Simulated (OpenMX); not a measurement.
Runs of OpenMX 3.8.5 on BaTiO3. The structure is tetragonal, space group P4mm (No. 99). Conventional cell: a = 4.160 Å, b = 4.160 Å, c = 4.018 Å, α = 90.00°, β = 90.00°, γ = 90.00°. Around Ba (site symmetry 4mm) lie 12 O at 2.84 to 2.94 Å. Ti (site symmetry 4mm) is surrounded by 6 O at 1.89 to 2.13 Å. O (site symmetry 2mm) has 2 Ti at 2.08 Å as nearest neighbours. O (site symmetry 4mm) has 2 Ti at 1.89 to 2.13 Å as nearest neighbours. 

```csv
potentials or basis,cell,k mesh,gap on the mesh (eV),pressure (GPa),largest force (eV/Å)
"OpenMX 2013 PBE set, Ba10.0-s3p2d2, Ti7.0-s3p2d2, O6.0-s2p2d1, grid cutoff 400 Ry","P4mm, 13.91 Å³/atom",5 × 5 × 5,(c),-7.3,(b)
"OpenMX 2013 PBE set, Ba10.0-s3p2d2, Ti7.0-s3p2d2, O6.0-s2p2d1, grid cutoff 400 Ry","P4mm, 13.38 Å³/atom",5 × 5 × 5,1.44,-2.4,0.47
"OpenMX 2013 PBE set, Ba10.0-s3p2d2, Ti7.0-s3p2d2, O6.0-s2p2d1, grid cutoff 400 Ry","P4mm, 12.86 Å³/atom",5 × 5 × 5,1.55,3.9,0.45
"OpenMX 2013 PBE set, Ba10.0-s3p2d2, Ti7.0-s3p2d2, O6.0-s2p2d1, grid cutoff 400 Ry","P4mm, 12.35 Å³/atom",5 × 5 × 5,1.67,12.0,0.42
"OpenMX 2013 PBE set, Ba10.0-s3p2d2f1, Ti7.0-s3p2d2f1, O6.0-s3p2d2, grid cutoff 400 Ry","P4mm, 12.86 Å³/atom",7 × 7 × 7,1.75,2.8,(a)
"OpenMX 2013 PBE set, Ba10.0-s3p2d2, Ti7.0-s3p2d2, O6.0-s2p2d1, grid cutoff 400 Ry","P4mm, 11.85 Å³/atom",5 × 5 × 5,1.79,22.2,0.45
```

Alike in all rows: task band structure; level PBE; no spin polarisation; smearing fermi-dirac 0.05 eV.

Fill in the values left out.

(a) 0.17; (b) 0.53; (c) 1.33.

Caveats: spin-orbit coupling is left out, which moves the levels of the heavy elements; the mesh misses the band edges, which the band path finds closer together; the basis of atomic orbitals isn't converged, which shifts pressures, moduli and gaps.

A k mesh can miss the band edges, and the runs leave out spin-orbit coupling on Ba.
